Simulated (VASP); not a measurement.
Here is a VASP 6.6.1 calculation.

Contents of INCAR:

```
SYSTEM = Ge
PREC = Accurate
ENCUT = 520
EDIFF = 1E-6
ISMEAR = -1
SIGMA = 0.1
LREAL = .FALSE.
LASPH = .TRUE.
NELM = 100
ALGO = Normal
ISIF = 2
LWAVE = .FALSE.
LCHARG = .FALSE.
GGA = RE
NBANDS = 13
```

The input KPOINTS:

```
Automatic mesh
0
G
  13 13 13
  0 0 0
```

The input POSCAR:

```
Ge
1.0
    2.8009811451      0.0000000000      0.0000000000
    0.0000000000      2.8009811451      0.0000000000
    0.0000000000      0.0000000000      2.8009811451
Ge
1
Direct
    0.0000000000      0.0000000000      0.0000000000
```

Potentials or basis: VASP PAW PBE potentials, release 64 (Ge_d).

Run with:

```bash
$ cat potpaw_PBE.64/Ge_d/POTCAR > POTCAR
$ mpirun -np 1 vasp_std > vasp.out
```

Question: Estimate the band gap on the k mesh.

Answer: None (metal or under the smearing width).

Question: Predict the pressure.

Answer: -4.3 GPa.

Caveat: the PAW data sets were made with another functional, which shifts forces and pressure a little.
